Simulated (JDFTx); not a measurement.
The system is Cu.

```
Cu
1.0
    -1.44279    1.44279    1.37608
     1.44279   -1.44279    1.37608
     1.44279    1.44279   -1.37608
Cu
1
Cartesian
  0.0000 0.0000 0.0000
```

This isn't the form of Cu at room conditions, which is fcc.

* Program: JDFTx 1.7.0 (patched build)
* Task: single point
* Functional: PBEsol
* Potentials or basis: PseudoDojo-SR-PBEsol-0.4.1-standard with smoothed tails
* Cutoff: 1252 eV
* Density cutoff: 5007 eV
* k mesh: 13 × 13 × 13
* Occupations: fermi-dirac, width 0.05 eV
* Spin: no spin polarisation

On this cell: pressure -1.7 GPa; band gap on the k mesh none (metal or under the smearing width).

The same run follows on a disturbed copy (cell strained at random at fixed volume):

```
Cu
1.0
    -1.41080    1.44162    1.36674
     1.39194   -1.45455    1.36053
     1.46098    1.50473   -1.38030
Cu
1
Direct
  0.01879 0.00286 0.01439
```

What does the disturbed cell give?

The energy (extrapolated to zero smearing) moves by +4.9 meV/atom; pressure -1.3 GPa; band gap on the k mesh none (metal or under the smearing width).

Stress tensor (GPa, compression positive):
```
-2.59 -4.47  1.37
-4.47 -0.27  0.89
 1.37  0.89 -1.14
```
